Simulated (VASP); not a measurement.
The input files of a VASP run:

### KPOINTS
```
Automatic mesh
0
Gamma
5 5 5
0 0 0
```

**POSCAR**
```
BaSnO3
1
    4.1882094173    -0.0000000000     0.0000000000
   -0.0000000000     4.1882094173     0.0000000000
   -0.0000000000     0.0000000000     4.1882094173
Ba Sn O
1 1 3
Direct
  0.0000000000   0.0000000000   0.0000000000
  0.5000000000   0.5000000000   0.5000000000
  0.5000000000   0.0000000000   0.5000000000
  0.0000000000   0.5000000000   0.5000000000
  0.5000000000   0.5000000000   0.0000000000
```

### INCAR
```
# general
SYSTEM  = BaSnO3
PREC    = Accurate
ENCUT   = 520
LREAL   = .FALSE.   # projection in real space or not
LASPH   = .TRUE.   # aspherical one-centre terms

# electronic loop
EDIFF   = 1E-6   # SCF stop (eV)
NELM    = 100
ALGO    = Normal   # blocked Davidson
LMAXMIX = 4   # l cut-off of mixed one-centre charges

# smearing
ISMEAR  = 0
SIGMA   = 0.05

# functional
GGA     = PE   # PBE

# ions
IBRION  = 2
NSW     = 60   # most ionic steps
ISIF    = 3
EDIFFG  = -0.02   # ionic stop

# output
LWAVE   = .FALSE.
LCHARG  = .FALSE.
```

POTCAR, in this order: Ba_sv Sn_d O (PBE.64 set). Program: vasp_std.

Write an equivalent input for Quantum ESPRESSO's pw.x.

One equivalent input (not run):
```
&CONTROL
  calculation = 'vc-relax'
  pseudo_dir = './pseudo'
  outdir = './out'
  tprnfor = .true.
  tstress = .true.
  nstep = 60
  forc_conv_thr = 0.00078
/
&SYSTEM
  ibrav = 0
  nat = 5
  ntyp = 3
  ecutwfc = 84
  occupations = 'smearing'
  smearing = 'gaussian'
  degauss = 0.003675
  input_dft = 'pbe'
/
&ELECTRONS
  conv_thr = 7.3e-08
  electron_maxstep = 100
/
&IONS
/
&CELL
/
ATOMIC_SPECIES
  Ba 137.327 Ba.upf
  Sn 118.710 Sn.upf
  O 15.999 O.upf
CELL_PARAMETERS angstrom
     4.1882094   -0.0000000    0.0000000
    -0.0000000    4.1882094    0.0000000
    -0.0000000    0.0000000    4.1882094
ATOMIC_POSITIONS crystal
  Ba   0.0000000  0.0000000  0.0000000
  Sn   0.5000000  0.5000000  0.5000000
  O    0.5000000  0.0000000  0.5000000
  O    0.0000000  0.5000000  0.5000000
  O    0.5000000  0.5000000  0.0000000
K_POINTS automatic
  5 5 5 0 0 0
```
Limits of the translation: the potentials are each code's own (VASP's PAW set, PseudoDojo norm-conserving files in pw.x), so ENCUT and ecutwfc are chosen apart and not converted; conv_thr bounds pw.x's estimated SCF error, while EDIFF bounds the energy change between steps; forc_conv_thr acts on force components and is met together with etot_conv_thr.

The compound is BaSnO3 in the cubic perovskite structure. It was relaxed first, which changed the volume by +5 %. The start is the result of an earlier pass.
